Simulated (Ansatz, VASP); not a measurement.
**BN: VASP beside Ansatz**

```
B N
1.0
     0.00000    1.80750    1.84365
     1.80750    0.00000    1.84365
     1.80750    1.80750    0.00000
B N
1 1
Direct
  0.00000 0.00000 0.00000
  0.25000 0.25000 0.25000
```

Change from the starting cell: z stretched by +2 %, ions relaxed.

Alike in both runs: functional PBE; k mesh 14 × 14 × 14; occupations fermi-dirac, width 0.02 eV; no spin polarisation.

Ansatz relaxed the structure, and its values are those at the end. VASP's run is a single point on that final structure, the one shown.

```csv
,VASP,Ansatz
version,VASP 6.6.1,Ansatz 0.2.0
potentials or method,"VASP PAW PBE potentials, release 64 (B, N)","plane-wave PAW, scalar-relativistic"
plane-wave cutoff (eV),520,420
valence electrons in the cell,8,8
```

Ansatz gave:

| Item | Value |
| --- | --- |
| gap on the k mesh at the Fermi level (eV) | 4.27 |
| pressure (GPa) | -4.3 |

Problem. Which values does VASP return?

Solution. gap on the k mesh at the Fermi level (eV): 4.26; pressure (GPa): -4.1.

Ansatz warned: «stress_scf_threshold_loose».

A k mesh can miss the band edges.
